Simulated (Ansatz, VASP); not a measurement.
**BP in VASP and in Ansatz**

The input INCAR:

```
SYSTEM = BP
ALGO = Normal
EDIFF = 1E-6
ENCUT = 520
GGA = PS
ISIF = 2
ISMEAR = 0
LASPH = .True.
LCHARG = .True.
LELF = .True.
LREAL = .False.
LVHAR = .True.
LWAVE = .False.
NBANDS = 11
NELM = 60
PREC = Accurate
SIGMA = 0.01
```

KPOINTS

```
k-points
0
Gamma
  10 10 10
  0 0 0
```

The input POSCAR:

```
BP
1.0
    0.0000000000      2.2750542944      2.2750542944
    2.2750542944      0.0000000000      2.2750542944
    2.2750542944      2.2750542944      0.0000000000
B P
1 1
Direct
    0.0000000000      0.0000000000      0.0000000000
    0.7500000000      0.7500000000      0.7500000000
```

Input for Ansatz:

```yaml
crystal:
  lattice:
    - [0.0, 2.2750542944, 2.2750542944]
    - [2.2750542944, 0.0, 2.2750542944]
    - [2.2750542944, 2.2750542944, 0.0]
  atoms:
    - { symbol: B, position: [0.0, 0.0, 0.0] }
    - { symbol: P, position: [0.75, 0.75, 0.75] }
basis:
  ecutwfc: 420
kpoints:
  mp_grid: { grid: [10, 10, 10] }
hamiltonian:
  xc: pbesol
scf:
  occupations: { method: fixed }
output:
  forces: true
  stress: true
  eigenvalues: true
```

Alike in both runs: task single point; functional PBEsol; k mesh 10 × 10 × 10; no spin polarisation.

```csv
,VASP,Ansatz
version,VASP 6.6.1,Ansatz 0.2.0
potentials or method,"VASP PAW PBE potentials, release 64 (B, P)","scalar-relativistic, plane waves, PAW"
plane-wave cutoff (eV),520,420
occupations,"gaussian, width 0.01 eV",fixed
valence electrons in the cell,8,8
```

Ansatz gave:

* gap on the k mesh at the Fermi level (eV): 1.15
* least direct gap on the mesh (eV): 3.35
* pressure (GPa): -3.2

**Question.** Estimate VASP's values.

**Answer.** gap on the k mesh at the Fermi level (eV): 1.14; least direct gap on the mesh (eV): 3.35; pressure (GPa): -3.1.

Caveats: the PAW data sets were made with another functional, which shifts forces and pressure a little (VASP). A k mesh can miss the band edges.
